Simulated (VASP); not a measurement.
# BeTe (F-43m) in VASP: single point with PBE

Aim: the single point of BeTe with PBE.

Everything below comes from runs of VASP 6.6.1. Logs are shortened: lines on timing, memory, paths and dates and some standing lists are left out, and cuts for length are marked.

## 1. Starting point

Symmetry: F-43m, No. 216, cubic system. The conventional cell has a = 5.540 Å, b = 5.540 Å, c = 5.540 Å, α = 90.00°, β = 90.00°, γ = 90.00°. Around Be (site symmetry -43m) lie 4 Te at 2.40 Å. Te (site symmetry -43m) is surrounded by 4 Be at 2.40 Å.

## 2. Single point, PBE

The input, INCAR:

```
SYSTEM = BeTe
PREC = Accurate ; ENCUT = 520
EDIFF = 1E-5 ; ISMEAR = 0
SIGMA = 0.05 ; LREAL = .False.
LASPH = .True. ; NELM = 100
ALGO = Fast ; ISIF = 2
LWAVE = .False. ; LCHARG = .False.
GGA = PE
```

The input, KPOINTS:

```
Automatic mesh
0
Gamma
  6 6 6
  0 0 0
```

The input, POSCAR:

```
BeTe
1.0
    0.0000000000      2.7699999800      2.7699999800
    2.7699999800      0.0000000000      2.7699999800
    2.7699999800      2.7699999800      0.0000000000
Be Te
1 1
Direct
    0.0000000000      0.0000000000      0.0000000000
    0.7500000000      0.7500000000      0.7500000000
```

Potentials or basis: VASP PAW PBE potentials, release 64 (Be, Te).

Launch:

```console
> cat potpaw_PBE.64/Be/POTCAR potpaw_PBE.64/Te/POTCAR > POTCAR
> mpirun -np 1 vasp_std > vasp.out
```

OUTCAR:

```text
SYSTEM = BeTe
   PREC = Accurate
   ENCUT = 520
   EDIFF = 1E-5
   ISMEAR = 0
   LREAL = .False.
   LASPH = .True.
   NELM = 100
   ISIF = 2
   GGA = PE

 ion  position               nearest neighbor table
   1  0.000  0.000  0.000-   2 2.40   2 2.40   2 2.40   2 2.40
   2  0.750  0.750  0.750-   1 2.40   1 2.40   1 2.40   1 2.40

  LATTYP: Found a face centered cubic cell.
 ALAT       =     5.5399999600

  Lattice vectors:

 A1 = (   0.0000000000,   2.7699999800,   2.7699999800)
 A2 = (   2.7699999800,   0.0000000000,   2.7699999800)
 A3 = (   2.7699999800,   2.7699999800,   0.0000000000)

Analysis of symmetry for initial positions (statically):
=====================================================================
 Subroutine PRICEL returns:
 Original cell was already a primitive cell.

 Routine SETGRP: Setting up the symmetry group for a
 face centered cubic supercell.

 Subroutine GETGRP returns: Found 24 space group operations
 (whereof 24 operations were pure point group operations)
 out of a pool of 48 trial point group operations.

The static configuration has the point symmetry T_d .

Analysis of symmetry for dynamics (positions and initial velocities):
=====================================================================
 Subroutine PRICEL returns:
 Original cell was already a primitive cell.

 Routine SETGRP: Setting up the symmetry group for a
 face centered cubic supercell.

 Subroutine GETGRP returns: Found 24 space group operations
 (whereof 24 operations were pure point group operations)
 out of a pool of 48 trial point group operations.

The dynamic configuration has the point symmetry T_d .

 Subroutine INISYM returns: Found 24 space group operations
 (whereof 24 operations are pure point group operations),
 and found     1 'primitive' translations

----------------------------------------------------------------------------------------

                                     Primitive cell

  volume of cell :      42.5079

  direct lattice vectors                    reciprocal lattice vectors
     0.000000000  2.769999980  2.769999980    -0.180505416  0.180505416  0.180505416
     2.769999980  0.000000000  2.769999980     0.180505416 -0.180505416  0.180505416
     2.769999980  2.769999980  0.000000000     0.180505416  0.180505416 -0.180505416

  length of vectors
     3.917371539  3.917371539  3.917371539     0.312644552  0.312644552  0.312644552

  position of ions in fractional coordinates (direct lattice)
     0.000000000  0.000000000  0.000000000
     0.750000000  0.750000000  0.750000000

  ion indices of the primitive-cell ions
   primitive index   ion index
                 1           1
                 2           2

----------------------------------------------------------------------------------------

 KPOINTS: Automatic mesh

Automatic generation of k-mesh.
 Grid dimensions read from file:
 generate k-points for:    6    6    6

 Generating k-lattice:

  Cartesian coordinates                     Fractional coordinates (reciprocal lattice)
    -0.030084236  0.030084236  0.030084236     0.166666667  0.000000000  0.000000000
     0.030084236 -0.030084236  0.030084236     0.000000000  0.166666667  0.000000000
     0.030084236  0.030084236 -0.030084236     0.000000000  0.000000000  0.166666667

  Length of vectors
     0.052107425  0.052107425  0.052107425

  Shift w.r.t. Gamma in fractional coordinates (k-lattice)
     0.000000000  0.000000000  0.000000000

 Subroutine IBZKPT returns following result:
 ===========================================

 Found     16 irreducible k-points:

 Following reciprocal coordinates:
            Coordinates               Weight
  0.000000  0.000000  0.000000      1.000000
  0.166667  0.000000  0.000000      8.000000
  0.333333  0.000000  0.000000      8.000000
  0.500000  0.000000  0.000000      4.000000
  0.166667  0.166667  0.000000      6.000000
  0.333333  0.166667  0.000000     24.000000
[... 8 lines left out ...]
 -0.333333  0.333333  0.166667     24.000000
 -0.333333  0.500000  0.166667     12.000000
   k-points           NKPTS =     16   k-points in BZ     NKDIM =     16   number of bands    NBANDS=      8
   number of dos      NEDOS =    301   number of ions     NIONS =      2
   total plane-waves  NPLWV =  27000
   dimension x,y,z NGX =    30 NGY =   30 NGZ =   30
   dimension x,y,z NGXF=    60 NGYF=   60 NGZF=   60
   ions per type =               1   1
   NGX,Y,Z   is equivalent  to a cutoff of  12.73, 12.73, 12.73 a.u.
   NGXF,Y,Z  is equivalent  to a cutoff of  25.46, 25.46, 25.46 a.u.
 SYSTEM =  BeTe
   PREC   = accura    normal or accurate (medium, high low for compatibility)
   ISTART =      0    job   : 0-new  1-cont  2-samecut
   ICHARG =      2    charge: 1-file 2-atom 10-const
   ISPIN  =      1    spin polarized calculation?
   LNONCOLLINEAR =      F non collinear calculations
   LSORBIT =      F    spin-orbit coupling
   LASPH  =      T    aspherical Exc in radial PAW
   ENCUT  =  520.0 eV  38.22 Ry    6.18 a.u.   7.28  7.28  7.28*2*pi/ulx,y,z
   NELM   =    100;   NELMIN=  2; NELMDL= -5     # of ELM steps
   EDIFF  = 0.1E-04   stopping-criterion for ELM
   LREAL  =      F    real-space projection
   EDIFFG = 0.1E-03   stopping-criterion for IOM
   NSW    =      0    number of steps for IOM
   IBRION =     -1    ionic relax: 0-MD 1-quasi-New 2-CG
   NFREE  =      0    steps in history (QN), initial steepest desc. (CG)
   ISIF   =      2    stress and relaxation
   ISYM   =      2    0-nonsym 1-usesym 2-fastsym
   POTIM  = 0.5000    time-step for ionic-motion
   TEBEG  =    0.0;   TEEND  =   0.0 temperature during run
   PSTRESS=    0.0 pullay stress
   NELECT =       8.0000    total number of electrons
   NUPDOWN=      -1.0000    fix difference up-down
   EMIN   =  10.00;   EMAX   =-10.00  energy-range for DOS
   EFERMI =   0.00;   METHOD = LEGACY
   ISMEAR =     0;   SIGMA  =   0.05  broadening in eV -4-tet -1-fermi 0-gaus
   EFERMI_NEDOS =   21; number of points for ismear=-14 and -15
   IALGO  =     68    algorithm
   IMIX   =      4    mixing-type and parameters
     AMIX     =   0.40;   BMIX     =  1.00
     AMIX_MAG =   1.60;   BMIX_MAG =  1.00
  volume/ion in A,a.u.               =      21.25       143.43
  Fermi-wavevector in a.u.,A,eV,Ry     =   0.938170  1.772885 11.975354  0.880164
  Thomas-Fermi vector in A             =   2.065355
   LORBIT       =      0    0 simple, 1 ext, 2 COOP (PROOUT), +10 PAW based schemes
   GGA     = PE    functional components
   LHFCALC =     F    Hartree Fock is set to
   AEXX    =    0.0000 exact exchange contribution
   IVDW    =     0    specifies the selected vdW correction
   LEPSILON=     F    determine dielectric tensor
   LRPA    =     F    only Hartree local field effects (RPA)
 non-spin polarized calculation
 RMM-DIIS sequential band-by-band and
 Gauss-broadening in eV      SIGMA  =   0.05
  energy-cutoff  :      520.00
  volume of cell :       42.51
 maximum number of plane-waves:      1167
 NGX is ok and might be reduce to    30
   NGX = 15   NGY = 15   NGZ = 15

 number of electron       8.0000000 magnetization

 Free energy of the ion-electron system (eV)
  ---------------------------------------------------
  ext. energy  EPLUGINS =         0.00000000
  ---------------------------------------------------
  free energy    TOTEN  =        -7.57839343 eV

  energy without entropy =       -7.57839343  energy(sigma->0) =       -7.57839343

 E-fermi :   5.9405     XC(G=0):  -9.2555

 val. band max:        5.6669488063   @ k =   0.0000   0.0000   0.0000
 cond. band min:       7.5129204541   @ k =   0.5000   0.5000   0.0000
 fundamental gap:      1.8459716478
 Fermi energy:         5.9405147228

 k-point     1 :       0.0000    0.0000    0.0000
  band No.  band energies     occupation
      1      -6.9679      2.00000
      2       5.6669      2.00000
      3       5.6669      2.00000
      4       5.6669      2.00000
      5       9.2298      0.00000
      6       9.2298      0.00000
      7       9.2298      0.00000
      8       9.8577      0.00000

 k-point     2 :       0.1667    0.0000    0.0000
  band No.  band energies     occupation
      1      -6.6896      2.00000
      2       3.5727      2.00000
      3       5.2530      2.00000
      4       5.2530      2.00000
      5       9.2251      0.00000
      6       9.8099      0.00000
      7       9.8099      0.00000
      8      11.7509      0.00000

 k-point     3 :       0.3333    0.0000    0.0000
  band No.  band energies     occupation
      1      -5.9848      2.00000
      2       0.9681      2.00000
      3       4.6734      2.00000
      4       4.6734      2.00000
      5       8.9763      0.00000
      6      10.2733      0.00000
      7      10.2733      0.00000
      8      13.5151      0.00000

 k-point     4 :       0.5000    0.0000    0.0000
  band No.  band energies     occupation
      1      -5.4947      2.00000
      2      -0.1999      2.00000
      3       4.4478      2.00000
      4       4.4478      2.00000
      5       8.8765      0.00000
      6      10.2297      0.00000
      7      10.2297      0.00000
      8      13.4606      0.00000

 k-point     5 :       0.1667    0.1667    0.0000
  band No.  band energies     occupation
      1      -6.5960      2.00000
      2       3.9328      2.00000
      3       4.5649      2.00000
      4       4.5649      2.00000
      5       8.6200      0.00000
      6      10.8758      0.00000
      7      10.8758      0.00000
      8      10.9259      0.00000
[... 89 lines left out ...]
 k-point    14 :       0.5000    0.3333    0.1667
  band No.  band energies     occupation
      1      -5.4469      2.00000
      2       1.0559      2.00000
      3       2.4017      2.00000
      4       3.5289      2.00000
      5       9.6069      0.00000
      6      10.6010      0.00000
      7      11.0368      0.00000
      8      13.5763      0.00000

 k-point    15 :      -0.3333    0.3333    0.1667
  band No.  band energies     occupation
      1      -5.0791      2.00000
      2       0.5519      2.00000
      3       1.9540      2.00000
      4       3.0736      2.00000
      5      10.1128      0.00000
      6      10.4534      0.00000
      7      12.6521      0.00000
      8      13.0729      0.00000

 k-point    16 :      -0.3333    0.5000    0.1667
  band No.  band energies     occupation
      1      -4.9215      2.00000
      2       0.6382      2.00000
      3       2.0419      2.00000
      4       2.3474      2.00000
      5       9.3522      0.00000
      6       9.9217      0.00000
      7      13.1692      0.00000
      8      13.4551      0.00000

------------------------ aborting loop because EDIFF is reached ----------------------------------------

  FORCE on cell =-STRESS in cart. coord.  units (eV):
  Direction    XX          YY          ZZ          XY          YZ          ZX
  --------------------------------------------------------------------------------------
  -------------------------------------------------------------------------------------
  Total        1.1944294      1.1944294      1.1944294      0.0000000      0.0000000      0.0000000
  in kB       45.0196163     45.0196163     45.0196163      0.0000000      0.0000000      0.0000000
  external PRESSURE =      45.0196163 kB  Pullay stress =       0.0000000 kB

 VOLUME and BASIS-vectors are now :
 -----------------------------------------------------------------------------
  energy-cutoff  :      520.00
  volume of cell :       42.51
      direct lattice vectors                 reciprocal lattice vectors
     0.000000000  2.769999980  2.769999980    -0.180505416  0.180505416  0.180505416
     2.769999980  0.000000000  2.769999980     0.180505416 -0.180505416  0.180505416
     2.769999980  2.769999980  0.000000000     0.180505416  0.180505416 -0.180505416

 POSITION                                       TOTAL-FORCE (eV/Angst)
 -----------------------------------------------------------------------------------
      0.00000      0.00000      0.00000         0.000000      0.000000      0.000000
      4.15500      4.15500      4.15500        -0.000000     -0.000000     -0.000000
 -----------------------------------------------------------------------------------
    total drift:                               -0.000000     -0.000000     -0.000000

  FREE ENERGIE OF THE ION-ELECTRON SYSTEM (eV)
  ---------------------------------------------------
  free  energy   TOTEN  =        -7.5783934344 eV

  energy  without entropy=       -7.5783934344  energy(sigma->0) =       -7.57839343
```

Run time: 6.3 s. Hardware: 1 thread of Intel Xeon Platinum 8488C (Sapphire Rapids), shared host; peak memory 0.16 GiB.

Results:

| Quantity | Value |
| --- | --- |
| Free energy | -7.5784 eV |
| Pressure | 4.5 GPa |
| Band gap on the k mesh | 1.85 eV, indirect (least direct gap 3.56 eV) |

Levels at points of the mesh, in eV from the valence-band top:
```
           k point  band 1  band 2  band 3  band 4  band 5  band 6  band 7  band 8
(0.00, 0.00, 0.00)  -12.63    0.00    0.00    0.00    3.56    3.56    3.56    4.19
(0.50, 0.00, 0.00)  -11.16   -5.87   -1.22   -1.22    3.21    4.56    4.56    7.79
(0.50, 0.50, 0.00)  -10.62   -5.39   -2.84   -2.84    1.85    2.59   10.02   10.02
```

Caveat: spin-orbit coupling is left out, which moves the levels of the heavy elements. A k mesh can miss the band edges.
